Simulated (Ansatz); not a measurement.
# GaSb (F-43m) in Ansatz: settings compared

Aim: see how the results for GaSb move with the level of theory and the settings. Levels: BLYP, PBE. Tasks: band structure.

All numbers are computed with Ansatz 0.2.0; they aren't measurements. Logs are shortened: lines on timing, memory, paths and dates and some standing lists are left out, and cuts for length are marked.

**Experimental background.**

From a printed reference work, data compilation, for a bulk crystal of GaSb at 4.2 K: band gap 0.811 eV (direct).

The results are compared with them further down.

**1. The crystal as given**

Symmetry: F-43m, No. 216, cubic system. The conventional cell has a = 6.118 Å, b = 6.118 Å, c = 6.118 Å, α = 90.00°, β = 90.00°, γ = 90.00°. Sb (site symmetry -43m) is surrounded by 4 Ga at 2.65 Å. Ga (site symmetry -43m) is surrounded by 4 Sb at 2.65 Å.

**2. Band structure, BLYP**

input.yaml

```yaml
crystal:
  lattice:
    - [0.0, 3.059, 3.059]
    - [3.059, 0.0, 3.059]
    - [3.059, 3.059, 0.0]
  atoms:
    - { symbol: Sb, position: [0.75, 0.75, 0.75] }
    - { symbol: Ga, position: [0.0, 0.0, 0.0] }
kpoints:
  mp_grid: { grid: [8, 8, 8] }
  band_path:
    path:
      - [0.0, 0.0, 0.0]
      - [0.5, 0.0, 0.5]
      - [0.5, 0.25, 0.75]
      - [0.375, 0.375, 0.75]
      - [0.0, 0.0, 0.0]
      - [0.5, 0.5, 0.5]
      - [0.625, 0.25, 0.625]
      - [0.5, 0.25, 0.75]
    npoints: 6
scf:
  occupations: { method: fermi_dirac, width: 0.05 }
hamiltonian:
  xc: blyp
  pseudopotentials: { kind: all_electron, lapw: { basis_error: 0.001 } }
output:
  forces: true
  stress: true
  eigenvalues: true
```

Potentials or basis: all-electron LAPW, scalar-relativistic.

The run is started by

```sh
> ansatz run input.yaml --threads 1 --pin off --max-ram 3072MiB --backend cpu --events-out ev --progress --plain --runs-dir out
```

Standard output:

```text
Warning: RAYON_NUM_THREADS=1 ignored (pool sized by the plan → 1); use --threads N
LAPW: plane waves up to 8.550 Å⁻¹, error target 1.0e-3 eV per atom; small_component_spin mean_spin; Ga in spheres of 1.300 Å, 21 of its electrons in bands, Dirac shells []; Sb in spheres of 1.350 Å, 23 of its electrons in bands, Dirac shells [] (how accurate: hamiltonian.pseudopotentials.lapw.basis_error, Limitations)
Engine: ansatz 0.2.0, aarch64-unknown-linux-gnu
Pseudopotentials: kind: all_electron
Pseudopotential: Sb, LAPW, valence charge 23, lapw/all_electron/scalar/gaussian/Sb, Koelling and Harmon's equation, gaussian nucleus
Pseudopotential: Ga, LAPW, valence charge 21, lapw/all_electron/scalar/gaussian/Ga, Koelling and Harmon's equation, gaussian nucleus
Functional definition: BLYP
  parameter beta = 0.0042
  parameter a = 0.04918
  parameter b = 0.132
  parameter c = 0.2533
  parameter d = 0.349
  exchange = b88_x(beta = beta)
  correlation = lyp_c(a = a, b = b, c = c, d = d)
Crystal: 2 atoms, lattice volume = 57.249 Å³
Basis set: ecut = 278.5200686230257 eV, 609 PW (Γ), exchange–correlation at level 2
Bands: 27, of which v1, the nominal top of the filled ones, is band 22 counted from 1 (21 counted from 0)
Symmetry: 24 space group operations
Space group: F-43m (ITA 216), of the structure as read, at distance tolerance 3.9e-5 Å
k-points: 29 of 512 (time reversal used)
Non-local potential: Sb, projectors of the file, none
Non-local potential: Ga, projectors of the file, none
Initial density: superposition of atomic densities (chi_scale 0.1, normalization cell, long waves kept (reshape's long-wave potential 0.00 eV rms))
Initial wavefunctions: plane waves of lowest kinetic energy (no species holds an atomic orbital)
Functional: x = b88, c = lyp
iter 1 solved again at ethr=8.87e-4 eV; its pass at ethr=1.00e-1 eV (dr2=3.90e-1 eV) is discarded
SCF iter   1: F=—  HF=-229295.100245 eV  |F-HF|=—  |Δ(HF+E_count)|=         —  Δρ=2.19e-2  dr2=3.92e-1  ethr=8.87e-4  ⟨swp⟩=2.2  Hψ=5023  notcnv=0
preconditioner: auto → none  [insulator: Δε(μ)=0.490 eV  Ē_g=15.298 eV  σ=0.050 eV  W_gap=0.70  n_scr=14 (ndim 8)  ℏωp=20.8 eV  f_vac=0.117  D(μ)=0.06/eV (n_scr^D=0)  ε∞_Penn≈2.9]
SCF iter   2: F=—  HF=-229295.031403 eV  |F-HF|=—  |Δ(HF+E_count)|=   6.88e-2  Δρ=9.80e-3  dr2=7.16e-2  ethr=8.87e-4  ⟨swp⟩=2.0  Hψ=2320  notcnv=0
iter 3 solved again at ethr=1.53e-5 eV; its pass at ethr=1.63e-4 eV (dr2=6.74e-3 eV) is discarded
SCF iter   3: F=—  HF=-229295.033777 eV  |F-HF|=—  |Δ(HF+E_count)|=   2.37e-3  Δρ=2.79e-3  dr2=6.75e-3  ethr=1.53e-5  ⟨swp⟩=2.0  Hψ=3918  notcnv=0
SCF iter   4: F=—  HF=-229295.020838 eV  |F-HF|=—  |Δ(HF+E_count)|=   1.29e-2  Δρ=5.89e-4  dr2=1.16e-4  ethr=1.53e-5  ⟨swp⟩=2.0  Hψ=2189  notcnv=0
SCF iter   5: F=—  HF=-229295.020936 eV  |F-HF|=—  |Δ(HF+E_count)|=         —  Δρ=1.66e-4  dr2=1.28e-5  ethr=2.64e-7  ⟨swp⟩=3.0  Hψ=2281  notcnv=0
the basis was enlarged: its passes take 51.2 KiB over the memory plan, 1 of 1 planned eigensolver slots
SCF iter   6: F=—  HF=-229295.020941 eV  |F-HF|=—  |Δ(HF+E_count)|=   4.13e-6  Δρ=2.97e-5  dr2=3.40e-7  ethr=2.91e-8  ⟨swp⟩=3.0  Hψ=2270  notcnv=0
SCF iter   7: F=-229295.020941 eV  HF=-229295.020941 eV  |F-HF|=4.01e-8  |Δ(HF+E_count)|=   7.91e-7  Δρ=5.90e-6  dr2=9.58e-9  ethr=7.72e-10  ⟨swp⟩=3.0  Hψ=2297  notcnv=0
SCF 1 converged in 7 iterations: F = -229295.020941 eV  dr2 = 9.58e-9
NSCF: frozen V_eff on 43 k-points
SCF converged after 7 iterations
Free energy (F): -229295.020941 eV
Harris-Foulkes:  -229295.020941 eV  (|F-HF|=4.01e-8)
Internal energy: -229295.020467 eV  (E = F + TS)
E sigma→0 (E₀):  -229295.020704 eV
Entropy (-TS):   -0.000474 eV (-0.237 meV/atom)
Fermi energy:    10.226772 eV
--- Per-component energies (eV) ---
  E_band       = -1752.633485
  E_kinetic    = 239857.863764
  E_xc         = -6730.912814
  E_electrostatic = -462421.971417  (all electrons and nuclei)
  E_smearing   = -0.000474  (= −TS)
  E_closure    = 0.000000  (closes the sum)
  E_atoms      = -229289.060071  (free atoms, spherical and without spin; not in F)
  Σ components = -229295.020941   (vs F -229295.020941, Δ=0.00e0)
  Basis errors (estimates in eV, not in F): energy 4.7e-4 per atom: plane waves 4.2e-4 (2.5e-4 summed), levels above the bands 1.4e-63, relativity 1.3e-7, radial functions 4.3e-5, core shells 4.6e-8; eigenvalues (radial functions only) 9.3e-7; not estimated: angular momenta, meshes, grids; target (lapw.basis_error) 1.0e-3; muffin-tin radii Ga 1.300 Å, Sb 1.350 Å
--- Forces (eV/Å), atoms counted from 1 ---
  atom   1  Sb    -0.00000000     0.00000000     0.00000000
  atom   2  Ga     0.00000000    -0.00000000    -0.00000000
  max |Σ_I F_I| component: 1.21e-17 eV/Å
--- Stress (GPa, compression-positive) ---
        5.349800       0.000000      -0.000000
        0.000000       5.349800       0.000000
       -0.000000       0.000000       5.349800
  P = ⅓ Tr σ = 5.3498 GPa (53.498 kbar)
--- Band table (eV; the first three rows and the last of 29) ---
  k-point 0: bands = ["-133.6470", "-133.5653", "-86.6272", "-86.6272", "-86.6272", "-84.3942", "-84.3942", "-84.3942", "-18.5248", "-18.5248", "-18.5248", "-18.5040", "-18.5040", "-4.9117", "-4.9117", "-4.9117", "-4.8621", "-4.8621", "-1.3162", "10.0150", "10.1865", "10.1865", "10.1865", "13.0124", "13.0124", "13.0124", "16.2541"]
  k-point 1: bands = ["-133.6470", "-133.5653", "-86.6272", "-86.6272", "-86.6272", "-84.3942", "-84.3942", "-84.3942", "-18.5247", "-18.5244", "-18.5244", "-18.5039", "-18.5039", "-4.9159", "-4.9098", "-4.9098", "-4.8624", "-4.8624", "-1.1580", "8.1150", "9.9390", "9.9390", "11.1260", "13.3522", "13.3522", "13.6522", "17.0418"]
  k-point 2: bands = ["-133.6469", "-133.5653", "-86.6272", "-86.6272", "-86.6272", "-84.3942", "-84.3942", "-84.3942", "-18.5245", "-18.5234", "-18.5234", "-18.5036", "-18.5036", "-4.9260", "-4.9056", "-4.9056", "-4.8627", "-4.8627", "-0.7086", "6.1314", "9.4966", "9.4966", "10.9496", "13.8753", "13.8753", "15.4061", "17.6344"]
  k-point 28: bands = ["-133.6469", "-133.5653", "-86.6272", "-86.6272", "-86.6272", "-84.3942", "-84.3942", "-84.3942", "-18.5242", "-18.5226", "-18.5189", "-18.5044", "-18.5020", "-4.9516", "-4.8934", "-4.8888", "-4.8679", "-4.8629", "1.1281", "3.4788", "6.9168", "7.1372", "13.8155", "14.6305", "14.6706", "15.1077", "20.1825"]
```

Wall time 22 s (1 thread of Arm Neoverse V1, shared host); peak memory 0.3 GiB.

What came out:

* Free energy: -229295.0209 eV
* Pressure: 5.3 GPa
* Band gap along the path: none (metal or under the smearing width)

Levels at the corners of the path, in eV from the Fermi level:
```csv
point,band 18,band 19,band 20,band 21,band 22,band 23,band 24,band 25,band 26,band 27
Γ,-15.09,-11.54,-0.21,-0.04,-0.04,-0.04,2.79,2.79,2.79,6.03
X,-15.09,-9.14,-6.87,-2.57,-2.57,0.96,1.38,8.60,8.60,10.09
W,-15.09,-9.10,-6.75,-3.31,-3.09,3.59,4.40,4.44,4.88,9.96
K,-15.09,-9.20,-6.70,-3.56,-2.19,1.47,3.90,6.58,6.78,7.66
Γ,-15.09,-11.54,-0.21,-0.04,-0.04,-0.04,2.79,2.79,2.79,6.03
L,-15.09,-9.95,-6.39,-1.18,-1.18,0.34,3.80,3.80,6.68,9.44
U,-15.09,-9.20,-6.70,-3.56,-2.19,1.47,3.90,6.58,6.78,7.66
W,-15.09,-9.10,-6.75,-3.31,-3.09,3.59,4.40,4.44,4.88,9.96
```

Caveat: spin-orbit coupling is left out, which moves the levels of the heavy elements; this crystal is a semiconductor, whose small gap the functional closes, so the metal is an error of the method.

**3. Band structure, PBE, spin-orbit coupling, no magnetisation**

input.yaml, as its differences from that of step 2:

```diff
@@ -9,3 +9,3 @@
 kpoints:
-  mp_grid: { grid: [8, 8, 8] }
+  mp_grid: { grid: [6, 6, 6] }
   band_path:
@@ -20,3 +20,3 @@
       - [0.5, 0.25, 0.75]
-    npoints: 6
+    npoints: 8
 scf:
@@ -24,4 +24,7 @@
 hamiltonian:
-  xc: blyp
+  xc: pbe
   pseudopotentials: { kind: all_electron, lapw: { basis_error: 0.001 } }
+magnetization:
+  noncollinear: true
+  spin_orbit: true
 output:
```

Potentials or basis: all-electron LAPW, relativistic spinors.

The run is started by

```sh
> ansatz run input.yaml --threads 1 --pin off --max-ram 3072MiB --backend cpu --events-out ev --progress --plain --runs-dir out
```

Standard output:

```text
Warning: RAYON_NUM_THREADS=1 ignored (pool sized by the plan → 1); use --threads N
LAPW: plane waves up to 8.544 Å⁻¹, error target 1.0e-3 eV per atom; Dirac's equation on spinors; Ga in spheres of 1.300 Å, 21 of its electrons in bands; Sb in spheres of 1.350 Å, 23 of its electrons in bands (how accurate: hamiltonian.pseudopotentials.lapw.basis_error, Limitations)
[... 72 lines left out ...]
  k-point 2: bands = ["-134.0955", "-134.0955", "-134.0790", "-134.0790", "-93.0609", "-93.0609", "-87.2714", "-87.2714", "-84.4771", "-84.4771", "-84.4770", "-84.4770", "-83.6455", "-83.6455", "-83.6454", "-83.6454", "-19.6680", "-19.6680", "-19.6669", "-19.6669", "-18.4367", "-18.4367", "-18.4264", "-18.4264", "-18.4238", "-18.4237", "-5.4725", "-5.4725", "-5.4691", "-5.4647", "-5.0318", "-5.0318", "-5.0081", "-5.0081", "-4.9941", "-4.9896", "-0.6469", "-0.6469", "4.6099", "4.6099", "8.6203", "8.6203", "9.0364", "9.0364", "10.3898", "10.3898", "13.4884", "13.4884", "13.6312", "13.6388", "16.2384", "16.2384", "16.8467", "16.8467"]
  k-point 15: bands = ["-134.0955", "-134.0955", "-134.0791", "-134.0791", "-93.0609", "-93.0609", "-87.2714", "-87.2714", "-84.4771", "-84.4771", "-84.4770", "-84.4770", "-83.6455", "-83.6455", "-83.6454", "-83.6454", "-19.6675", "-19.6668", "-19.6661", "-19.6661", "-18.4361", "-18.4350", "-18.4246", "-18.4246", "-18.4239", "-18.4236", "-5.4923", "-5.4757", "-5.4584", "-5.4534", "-5.0549", "-5.0205", "-5.0028", "-5.0014", "-4.9933", "-4.9889", "0.8034", "0.8090", "3.0303", "3.1251", "6.4126", "6.7049", "6.8086", "6.8216", "12.2307", "12.4516", "12.6210", "12.6446", "15.7519", "15.9368", "15.9378", "15.9619", "19.5030", "19.9126"]
```

Wall time 1.7 min (1 thread of Arm Neoverse V1, shared host); peak memory 0.47 GiB.

What came out:

```yaml
Free_energy: -229326.4335 eV
Pressure: 2.5 GPa
Band_gap_along_the_path: none (metal or under the smearing width)
```

Levels at the corners of the path, in eV from the Fermi level:
```
point  band 42  band 43  band 44  band 45  band 46  band 47
    Γ    -0.17     0.01     0.01     0.01     0.01     2.42
    X    -2.93    -2.67    -2.67     0.70     0.70     1.04
    W    -3.44    -3.33    -3.31     3.24     3.63     4.11
    K    -3.74    -2.42    -2.40     1.18     1.21     3.59
    Γ    -0.17     0.01     0.01     0.01     0.01     2.42
    L    -1.59    -1.18    -1.18     0.19     0.19     3.48
    U    -3.74    -2.42    -2.40     1.18     1.21     3.59
    W    -3.44    -3.33    -3.31     3.24     3.63     4.11
```

Caveat: the k mesh is thin for a metal, which can move the energy by tens of meV per atom; this crystal is a semiconductor, whose small gap the functional closes, so the metal is an error of the method.

**4. Against experiment**

Step 2. A measured gap of GaSb is 0.811 eV (direct; 4.2 K; a printed reference work, data compilation); the calculated 0.00 eV misses it by -0.81 eV. Spin-orbit coupling on Ga, Sb is left out. The value is that of BLYP, without temperature or zero-point motion. Semilocal functionals fall short of measured gaps as a rule.

Step 3. Measured gap of GaSb: 0.811 eV (direct; 4.2 K; a printed reference work, data compilation). This calculation gives 0.00 eV (-0.81 eV). The value is that of PBE, without temperature or zero-point motion. Semilocal functionals fall short of measured gaps as a rule.
